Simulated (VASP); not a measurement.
Set up this calculation in VASP 6.6.1, as the native input.

```
Task                   : relaxation of cell and atoms
Functional             : PBEsol
Potentials or basis    : VASP PAW PBE potentials, release 64 (Bi_d)
Cutoff                 : 600 eV
k mesh                 : 12 × 12 × 12
Occupations            : methfessel-paxton, width 0.1 eV
Spin                   : no spin polarisation
Further INCAR settings : ALGO = Normal; EDIFF = 1e-06; IBRION = 2; EDIFFG = -0.01; NSW = 90; ISIF = 3
```

The structure of Bi lies in POSCAR:

```
Bi
1.0
    2.2675000000      1.3091417354      3.9380000000
   -2.2675000000      1.3091417354      3.9380000000
    0.0000000000     -2.6182834708      3.9380000000
Bi
2
Direct
    0.2340000000      0.2340000000      0.2340000000
    0.7660000000      0.7660000000      0.7660000000
```

The input as run:

INCAR

```
SYSTEM = Bi
  PREC = Accurate
  ENCUT = 600
  EDIFF = 1E-6
  ISMEAR = 1
  SIGMA = 0.1
  LREAL = .FALSE.
  LASPH = .TRUE.
  NELM = 80
  ALGO = Normal
  ISIF = 3
  LWAVE = .FALSE.
  LCHARG = .FALSE.
  GGA = PS
  IBRION = 2
  NSW = 90
  EDIFFG = -0.01
```

KPOINTS

```
regular mesh
0
G
  12 12 12
  0 0 0
```

Potentials or basis: VASP PAW PBE potentials, release 64 (Bi_d).

Run with:

```console
$ cat potpaw_PBE.64/Bi_d/POTCAR > POTCAR
$ mpirun -np 1 vasp_std > vasp.out
```

Results of the run:

* Relaxed volume: 34.39 Å³/atom
* Relaxed cell: a = 4.674 Å, b = 4.674 Å, c = 4.674 Å, α = 57.93°, β = 57.93°, γ = 57.93°
* Space group after relaxing (to 0.05 Å): R-3m (No. 166)
* Energy gained by relaxing: 3.0 meV/atom
* Ionic steps: 16
* Pressure after relaxing: 0.0 GPa
* Largest force after relaxing: 0.008 eV/Å
* Band gap on the k mesh: none (metal or under the smearing width)

Caveat: the PAW data sets were made with another functional, which shifts forces and pressure a little; spin-orbit coupling is left out, which moves the levels of the heavy elements.

Run time: 16 min on 1 thread of Intel(R) Xeon(R) 6975P-C (Granite Rapids), with other jobs on the host, peak memory 0.42 GiB.
